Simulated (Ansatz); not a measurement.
# Ti: changing the choice of potentials or basis

```cif
data_structure
_symmetry_space_group_name_H-M 'Fm-3m'
_symmetry_Int_Tables_number 225
_cell_length_a 4.0600
_cell_length_b 4.0600
_cell_length_c 4.0600
_cell_angle_alpha 90.000
_cell_angle_beta 90.000
_cell_angle_gamma 90.000
_cell_volume 66.92
loop_
_atom_site_label
_atom_site_type_symbol
_atom_site_symmetry_multiplicity
_atom_site_Wyckoff_symbol
_atom_site_fract_x
_atom_site_fract_y
_atom_site_fract_z
_atom_site_occupancy
Ti1 Ti 4 a 0.00000 0.00000 0.00000 1
```

This isn't the form of Ti at room conditions, which is hcp.

Kept alike: task equation of state; functional PBEsol; k mesh 11 × 11 × 11; occupations fermi-dirac, width 0.05 eV; no spin polarisation. Program: Ansatz. Cutoffs run from 420 to 1230 eV. The mesh is that of the run's cell of 1 atom. No spin-orbit coupling.

| choice of potentials or basis | volume (Å³/atom) | bulk modulus (GPa) |
| --- | --- | --- |
| Ansatz PAW (files of its older set among them) (made for PBE) | 16.652 | 114.0 |
| Ansatz PAW (made for PBE) | 16.651 | 113.9 |
| JTH PAW (made for PBE) | 16.687 | 113.8 |
| PseudoDojo standard (made for PBE) | 16.663 | 113.8 |
| PseudoDojo stringent (made for PBE) | 16.663 | 113.8 |

For a metal such a mesh leaves the last digits unconverged. Volume and modulus come from cells scaled at fixed shape and fractions.

The volume runs from 16.651 (Ansatz PAW (made for PBE)) to 16.687 Å³/atom (JTH PAW (made for PBE)). The bulk modulus runs from 113.8 (JTH PAW (made for PBE); PseudoDojo standard (made for PBE); PseudoDojo stringent (made for PBE)) to 114.0 GPa (Ansatz PAW (files of its older set among them) (made for PBE)).
